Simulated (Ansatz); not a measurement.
Predict the output of the script below (Ansatz's Python interface).

Contents of `sno.cif`:
```cif
data_SnO
_cell_length_a 3.355000
_cell_length_b 5.674100
_cell_length_c 4.221970
_cell_angle_alpha 90.00000
_cell_angle_beta 90.00000
_cell_angle_gamma 90.00000
_symmetry_space_group_name_H-M 'P 1'
_symmetry_Int_Tables_number 1
loop_
_symmetry_equiv_pos_as_xyz
'x, y, z'
loop_
_atom_site_label
_atom_site_type_symbol
_atom_site_fract_x
_atom_site_fract_y
_atom_site_fract_z
Sn1 Sn    0.975180    0.212020    0.484100
Sn2 Sn    0.495690    0.743210    0.004050
O3 O    0.984320    0.882450    0.744680
O4 O    0.486990    0.127060    0.216970
```

The script, `scf_sno.py`:
```python
"""Self-consistent field of SnO at the given structure, distorted."""

from pathlib import Path
import warnings

import ansatz as az
from ase.io import read
import numpy as np


def main() -> None:
    warnings.simplefilter("ignore", az.DeckWarning)

    atoms = read("sno.cif")
    system = az.Crystal.from_ase(atoms)

    # functional, basis and sampling
    calculation = (
        system.calculation()
        .functional("lda")
        .pseudopotentials("paw")
        .basis(450)
        .occupations("Fixed")
        .scf(tolerance=1e-08)
        .kpoints(4, 2, 3)
        .cutoff_correction(756)
        .density()
        .potential()
        .electron_localization_function()
        .output_files(volumetric_format="npy")
    )
    outcome = calculation.run()
    summary = outcome.report

    energy = summary["free_energy_ev"]
    print("SnO: {:.6f} eV = {:.6f} Ry = {:.6f} Ha".format(energy, energy / 13.605693, energy / 27.211386))
    print("Fermi level {:.4f} eV, {} k-points, {} symmetry operations".format(summary["fermi_energy_ev"], summary["n_kpoints"], summary["n_symmetry_ops"]))

    # estimate of what a larger basis would gain, without a second SCF
    estimate = summary.get("cutoff_correction")
    if estimate:
        print("towards {} eV the energy would change by {:.2f} meV/atom".format(estimate["reference_ecutwfc_ev"], 1000 * estimate["energy_ev"] / len(outcome.lattice.sites)))

    print(calculation.to_python())

    folder = Path(outcome.write_results("fields"))
    print("densities in e/A^3, potentials in eV, ELF without unit")
    for name in sorted(p.name for p in folder.glob("*.npy")):
        field = np.load(folder / name)
        print(f"{name:16s} {str(field.shape):16s} min {field.min():10.4f}  mean {field.mean():10.4f}  max {field.max():10.4f}")


if __name__ == "__main__":
    main()
```

```console
$ python scf_sno.py
SnO: -12869.033617 eV = -945.856534 Ry = -472.928267 Ha
Fermi level 6.9115 eV, 14 k-points, 1 symmetry operations
towards 756.0 eV the energy would change by -2.08 meV/atom
(
    az.Lattice.of(((3.355, 0.0, 0.0), (0.0, 5.6741, 0.0), (0.0, 0.0, 4.22197)))
    .atom("Sn", (0.97518, 0.21201999999999996, 0.4841))
    .atom("Sn", (0.4956900000000001, 0.7432099999999998, 0.00405))
    .atom("O", (0.98432, 0.88245, 0.74468))
    .atom("O", (0.4869899999999999, 0.12706, 0.21697))
    .calculation()
    .basis(cutoff=450.0)
    .kpoints(4, 2, 3)
    .functional("lda")
    .pseudopotentials(kind="paw")
    .scf(tolerance=1e-08)
    .occupations(method="fixed")
    .density()
    .potential()
    .output_files(volumetric_format="npy")
    .electron_localization_function()
    .cutoff_correction(reference_cutoff=756.0)
)

densities in e/A^3, potentials in eV, ELF without unit
elf.npy          (24, 40, 30)     min     0.0008  mean     0.2671  max     0.8653
rho.npy          (24, 40, 30)     min     0.0226  mean     0.4977  max    16.3819
v_es.npy         (24, 40, 30)     min   -54.0529  mean     6.2285  max    68.1696
v_tot.npy        (24, 40, 30)     min   -79.6331  mean    -3.8105  max    21.2822
```

Caveats:
- Absolute energies stand on the zero of these potentials, so only differences at equal settings mean something.
- Under fixed occupations the level called the Fermi level is the highest filled one on the SCF mesh; off the mesh a filled band can lie a little above it.
- The k-point mesh is coarse, and energy and stress weren't tested for convergence.
- Only differences from the Fermi energy are physical; the zero of the scale is a convention.
- The fields are valence quantities on the plane-wave grid; their values near the nuclei depend on the potentials.
- The cell is a database structure, distorted on purpose.
- It ran for 4.3 s on 1 thread of Arm Neoverse V1 (shared host), peak memory 0.41 GiB.

(Lines on the test bed's own set-up are left out of the output.)
